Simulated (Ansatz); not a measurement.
# Ga2O3 (C2/m): the equilibrium volume, part 1 of 2

Aim: the volume at which the pressure of Ga2O3 (C2/m) vanishes.

Program: Ansatz 0.2.0. Level of theory: DFT PBEsol, scalar-relativistic, plane waves, PAW. These are calculated values, not measurements.

3 further runs of the same task are left out: 3 set aside as unsound or not needed.

### Step 1. Starting point

The structure is monoclinic, space group C2/m (No. 12). Conventional cell: a = 12.280 Å, b = 3.048 Å, c = 5.817 Å, α = 90.00°, β = 103.76°, γ = 90.00°. Around Ga (site symmetry m) lie 6 O at 1.94 to 2.08 Å. Ga (site symmetry m) is surrounded by 4 O at 1.84 to 1.87 Å. Around O (site symmetry m) lie 3 Ga at 1.84 to 1.94 Å. Around O (site symmetry m) lie 4 Ga at 1.87 to 2.08 Å. O (site symmetry m) is surrounded by 3 Ga at 1.84 to 1.95 Å.

Coordinates:

```xyz
10
Lattice="6.1402 -1.5238 0.0000 6.1402 1.5238 0.0000 -1.3841 0.0000 5.6503" Properties=species:S:1:pos:R:3 pbc="T T T"
Ga    3.2411    0.0000    3.8720
Ga    7.6552    0.0000    1.7783
Ga   10.8854    0.0000    1.1595
Ga    0.0110    0.0000    4.4908
O     5.1547    0.0000    4.2001
O     5.7416    0.0000    1.4502
O     9.5468    0.0000    2.4679
O     1.3495    0.0000    3.1824
O     1.8691    0.0000    0.6168
O     9.0272    0.0000    5.0336
```

### Step 2. At the starting volume (PBEsol, 6×6×4 mesh)

input.yaml

```yaml
crystal:
  lattice:
    - [6.1402367086, -1.5237836756, 0.0]
    - [6.1402367086, 1.5237836756, 0.0]
    - [-1.3841308865, 0.0, 5.6503488592]
  atoms:
    - { symbol: Ga, position: [0.3411617, 0.3411617, 0.68526966] }
    - { symbol: Ga, position: [0.6588383, 0.6588383, 0.31473034] }
    - { symbol: Ga, position: [0.9095256, 0.9095256, 0.205214] }
    - { symbol: Ga, position: [0.0904744, 0.0904744, 0.794786] }
    - { symbol: O, position: [0.50353087, 0.50353087, 0.74333591] }
    - { symbol: O, position: [0.49646913, 0.49646913, 0.25666409] }
    - { symbol: O, position: [0.82662894, 0.82662894, 0.43676984] }
    - { symbol: O, position: [0.17337106, 0.17337106, 0.56323016] }
    - { symbol: O, position: [0.16450498, 0.16450498, 0.10915408] }
    - { symbol: O, position: [0.83549502, 0.83549502, 0.89084592] }
basis:
  ecutwfc: 420
kpoints:
  mp_grid: { grid: [6, 6, 4] }
hamiltonian:
  xc: pbesol
scf:
  occupations: { method: gaussian, width: 0.1 }
output:
  forces: true
  stress: true
  eigenvalues: true
```

Command:

```bash
ansatz run input.yaml --threads 8 --pin off --max-ram 16384MiB --backend cpu --events-out ev --progress --plain --runs-dir out
```

Log:

```text
Warning: RAYON_NUM_THREADS=8 ignored (pool sized by the plan → 8); use --threads N
basis.fft_grid_basis auto: the FFT boxes are laid along the combinations [[1, -1, 0], [0, 1, 0], [0, 0, 1]] of the cell's own vectors, 3.048, 6.326 and 5.817 Å long. The dense box has 24×45×40 points. Along the cell's own vectors, as sized, it would have 45×45×40, 1.88 times as many. Of the 4 symmetry operations that the crystal satisfies within crystal.symmetry.tolerance (time reversal apart; of a slab, those that keep its plane) the dense box along the cell's own vectors carries 4, and the one as laid loses 2 of those. basis.fft_grid_basis: typed keeps the cell's own vectors: state it where this run's energies or levels are differenced outside the engine with another run's, or held beside a run that keeps those vectors.
Engine: ansatz 0.2.0, aarch64-unknown-linux-gnu
Pseudopotentials: kind: paw
Pseudopotential: Ga, paw, valence charge 13, recommended cutoff 420 eV (normal), Ga.paw.azcp
Pseudopotential: O, paw, valence charge 6, recommended cutoff 420 eV (normal), O.paw.azcp
Functional definition: PBEsol
  exchange = pbesol_x
  correlation = pbesol_c
Crystal: 10 atoms, lattice volume = 105.734 Å³
Basis set: ecut = 420 eV, 2047 PW (Γ), FFT grids on a1−a2, a2, a3, exchange–correlation on 48×90×80 points (8 copies of the dense FFT grid, shifted against one another)
Bands: 54, of which v1, the nominal top of the filled ones, is band 44 counted from 1 (43 counted from 0)
Symmetry: 4 space group operations
Space group: C2/m (ITA 12), of the structure as read, at distance tolerance 4.7e-5 Å
k-points: 47 of 144
Non-local potential: Ga, projectors of the file, l = 0: 2, l = 1: 2, l = 2: 3, l = 3: 1
Non-local potential: O, projectors of the file, l = 0: 2, l = 1: 2, l = 2: 1
PAW form: soft (Blöchl's): semilocal exchange-correlation on the pseudo side does not see the compensation charge
PAW frozen core: Ga, regenerated for the run's functional, and the local potential with it (the file was generated under x = pbe(κ = 0.804, μ = 0.2195149727645171), c = pbe(β = 0.06672455060314922))
PAW frozen core: O, regenerated for the run's functional, and the local potential with it (the file was generated under x = pbe(κ = 0.804, μ = 0.2195149727645171), c = pbe(β = 0.06672455060314922))
PAW one-centre angular grid: Ga, 590 points (default); XC on 64 Gauss nodes
PAW one-centre angular grid: O, 110 points (default); XC on 64 Gauss nodes
Initial density: superposition of atomic densities (neutral atoms: chi_scale 0, normalization atom), corrected by the library's trained network
Initial wavefunctions: pseudopotential atomic-orbital guess
Functional: x = pbesol(κ = 0.804, μ = 0.12345679012345678), c = pbesol(β = 0.046)
SCF iter   1: F=—  HF=-18341.888767 eV  |F-HF|=—  |Δ(HF+E_count)|=         —  Δρ=1.63e-2  dr2=2.18e-1  ethr=1.77e-3  ⟨swp⟩=5.9  Hψ=9296  notcnv=0  defer=24
preconditioner: auto → Resta (q_TF=auto, 2.646 Å⁻¹)  ε∞=4.7  [insulator: Δε(μ)=2.078 eV  Ē_g=17.563 eV  σ=0.100 eV  W_gap=1.00  n_scr=34 (ndim 8)  ℏωp=33.9 eV  f_vac=0.015  D(μ)=0.00/eV (n_scr^D=0)  ε∞_Penn≈4.7]
SCF iter   2: F=—  HF=-18341.825459 eV  |F-HF|=—  |Δ(HF+E_count)|=   6.33e-2  Δρ=2.11e-3  dr2=2.60e-3  ethr=2.48e-4  ⟨swp⟩=2.0  Hψ=3883  notcnv=0  defer=188
SCF iter   3: F=—  HF=-18341.825561 eV  |F-HF|=—  |Δ(HF+E_count)|=   1.03e-4  Δρ=1.11e-3  dr2=8.57e-4  ethr=2.96e-6  ⟨swp⟩=2.2  Hψ=3695  notcnv=0  defer=96
automatic band count: iteration 3 solves 52 bands in place of 54: the levels show a gap, and the empty bands left out lie too high to hold charge; the band table lists the bands solved (type scf.n_extra_bands for more)
SCF iter   4: F=—  HF=-18341.825754 eV  |F-HF|=—  |Δ(HF+E_count)|=   1.92e-4  Δρ=4.32e-4  dr2=1.56e-4  ethr=9.74e-7  ⟨swp⟩=2.4  Hψ=4538  notcnv=0  defer=96
SCF iter   5: F=—  HF=-18341.825697 eV  |F-HF|=—  |Δ(HF+E_count)|=   5.67e-5  Δρ=1.11e-4  dr2=1.20e-5  ethr=1.77e-7  ⟨swp⟩=2.0  Hψ=4132  notcnv=0  defer=96
SCF iter   6: F=—  HF=-18341.825765 eV  |F-HF|=—  |Δ(HF+E_count)|=   6.81e-5  Δρ=1.99e-5  dr2=3.19e-7  ethr=1.37e-8  ⟨swp⟩=2.0  Hψ=4416  notcnv=0  defer=96
SCF iter   7: F=-18341.825765 eV  HF=-18341.825765 eV  |F-HF|=3.02e-8  |Δ(HF+E_count)|=   3.64e-8  Δρ=4.84e-6  dr2=1.97e-8  ethr=1.14e-10  ⟨swp⟩=7.6  Hψ=10023  notcnv=0
SCF 1 converged in 7 iterations: F = -18341.825765 eV  dr2 = 1.97e-8
SCF converged after 7 iterations
Free energy (F): -18341.825765 eV
Harris-Foulkes:  -18341.825765 eV  (|F-HF|=3.02e-8)
Internal energy: -18341.825765 eV  (E = F + TS)
E sigma→0 (E₀):  -18341.825765 eV
Fermi energy:    9.025581 eV
--- Per-component energies (eV) ---
  E_band       = -116.296337
  E_kinetic    = 1515.278872
  E_local      = -9129.056195  (includes V_loc(G=0)·N_el)
  E_nonlocal   = 2026.553901
  E_hartree    = 4089.124481
  E_xc         = -704.464939
  E_vxc        = -786.280852  (∫ρ·V_xc dr)
  E_paw        = -8749.032677  (= ΣΔE_a)
  E_vpaw       = -1921.055455  (= ΣTr[D̂ρ^β])
  E_aug_tail   = 0.014267  (compensation charges beyond the density's cutoff)
  E_ewald      = -7393.907113
  E_core_change = 3.663639  (= ΣΔE_core)
  E_smearing   = -0.000000  (= −TS)
  E_closure    = -0.000000  (closes the sum)
  Σ components = -18341.825765   (vs F -18341.825765, Δ=0.00e0)
--- Forces (eV/Å), atoms counted from 1 ---
  atom   1  Ga     0.02569731    -0.00000000     0.05566787
  atom   2  Ga    -0.02569731     0.00000000    -0.05566787
  atom   3  Ga     0.06673292    -0.00000000    -0.02213632
  atom   4  Ga    -0.06673292     0.00000000     0.02213632
  atom   5  O      0.04221530    -0.00000000     0.00214563
  atom   6  O     -0.04221530     0.00000000    -0.00214563
  atom   7  O     -0.02749352    -0.00000000     0.02411243
  atom   8  O      0.02749352     0.00000000    -0.02411243
  atom   9  O      0.03539059    -0.00000000     0.04427426
  atom  10  O     -0.03539059     0.00000000    -0.04427426
  max |Σ_I F_I| component: 1.39e-17 eV/Å
--- Stress (GPa, compression-positive) ---
       -0.020390       0.000000       0.013113
        0.000000      -0.188806      -0.000000
        0.013113      -0.000000      -0.272741
  P = ⅓ Tr σ = -0.1606 GPa (-1.606 kbar)
--- Band table (eV; the first three rows and the last of 47) ---
  k-point 0: bands = ["-10.9133", "-9.7219", "-9.7111", "-9.6159", "-9.1349", "-9.1206", "-5.0298", "-4.9931", "-4.9878", "-4.9402", "-4.8195", "-4.8095", "-4.8031", "-4.7927", "-4.7407", "-4.6116", "-4.6099", "-4.6037", "-4.5676", "-4.5567", "-4.5364", "-4.5322", "-4.4801", "-4.3887", "-4.2351", "-4.1901", "0.8677", "1.9411", "3.1221", "3.7126", "4.3737", "5.2611", "5.3292", "5.6814", "5.9100", "6.0371", "6.2609", "6.3086", "6.9577", "7.2217", "7.2266", "7.4323", "7.6296", "7.9064", "10.1325", "13.4454", "14.4801", "14.4974", "15.5028", "16.4526", "17.1232", "17.1976"]
  k-point 1: bands = ["-10.8067", "-9.9282", "-9.7161", "-9.5291", "-9.1989", "-9.0770", "-5.0130", "-4.9950", "-4.9894", "-4.9369", "-4.9064", "-4.8378", "-4.7925", "-4.7695", "-4.7308", "-4.6333", "-4.6253", "-4.6060", "-4.6044", "-4.5474", "-4.5343", "-4.5114", "-4.4783", "-4.3532", "-4.3413", "-4.0021", "1.1412", "2.2126", "2.8245", "3.7371", "4.5168", "5.2604", "5.4741", "5.5631", "5.8801", "5.8989", "6.0572", "6.3057", "6.6914", "7.0194", "7.2433", "7.3426", "7.4523", "7.6544", "11.0843", "13.6157", "14.2592", "14.6853", "15.3444", "16.2517", "17.0586", "17.5491"]
  k-point 2: bands = ["-10.6422", "-10.1552", "-9.7235", "-9.4677", "-9.2237", "-9.0814", "-4.9961", "-4.9914", "-4.9830", "-4.9697", "-4.9142", "-4.9043", "-4.7703", "-4.7355", "-4.7347", "-4.6596", "-4.6579", "-4.6182", "-4.5803", "-4.5752", "-4.5326", "-4.4773", "-4.4769", "-4.3975", "-4.3157", "-3.9002", "1.7614", "1.9904", "2.8420", "3.6058", "4.6564", "5.1919", "5.3638", "5.6631", "5.8688", "5.8934", "5.9893", "6.3290", "6.3803", "6.4936", "7.2581", "7.2668", "7.4093", "7.6183", "12.5160", "12.6599", "14.4760", "14.9670", "15.4994", "15.5457", "17.5930", "17.6538"]
  k-point 46: bands = ["-10.5112", "-10.0709", "-9.8958", "-9.5672", "-9.2889", "-9.0108", "-5.0102", "-5.0009", "-4.9995", "-4.9825", "-4.9340", "-4.9317", "-4.8040", "-4.7627", "-4.7448", "-4.7335", "-4.6598", "-4.6560", "-4.5984", "-4.5950", "-4.5307", "-4.5183", "-4.4751", "-4.4417", "-3.9298", "-3.7490", "2.1773", "2.4569", "2.6589", "3.2142", "4.2565", "4.7333", "4.9593", "5.2207", "5.5102", "5.7375", "6.0993", "6.6670", "7.0102", "7.1931", "7.2646", "7.2947", "7.3152", "7.9178", "12.9375", "13.0631", "13.9693", "14.2976", "14.7245", "15.3601", "17.4855", "17.9282"]
```

It took 1.7 s on 8 threads of Arm Neoverse V2, shared host; peak memory 0.67 GiB.

In short: volume 10.573 Å³/atom, pressure -0.16 GPa, mesh gap 2.21 eV.

(Continued in part 2 of 2.)
